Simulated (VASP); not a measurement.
A run of VASP 6.6.1:

INCAR

```
PREC = Accurate
ENCUT = 600
EDIFF = 1E-7
ISMEAR = 0
SIGMA = 0.03
LREAL = False
LASPH = True
NELM = 80
ALGO = Normal
ISIF = 2
LWAVE = False
LCHARG = False
IBRION = 2
NSW = 40
EDIFFG = -0.01
```

File KPOINTS:

```
regular mesh
0
Gamma
  8 8 8
```

POSCAR

```
KBr                                     
1.0
    0.0000000000      3.2120471443      3.2120471443
    3.2120471443      0.0000000000      3.2120471443
    3.2120471443      3.2120471443      0.0000000000
  K               Br            
     1     1
Direct
     0.0000000000000000    0.0000000000000000    0.0000000000000000
     0.5000000000000000    0.5000000000000000    0.5000000000000000
```

Potentials or basis: VASP PAW LDA potentials, release 64 (K_sv, Br).

The run is started by

```bash
$ cat potpaw_LDA.64/K_sv/POTCAR potpaw_LDA.64/Br/POTCAR > POTCAR
$ mpirun -np 1 vasp_std > vasp.out
```

Hardware: 1 thread of Intel(R) Xeon(R) 6975P-C (Granite Rapids), with other jobs on the host.

Estimate the wall time of this run.

It took 18 s on 1 thread of Intel(R) Xeon(R) 6975P-C (Granite Rapids), on a shared host, peak memory 0.18 GiB. Counts: scf iterations 13, k points 29, ion steps 1.
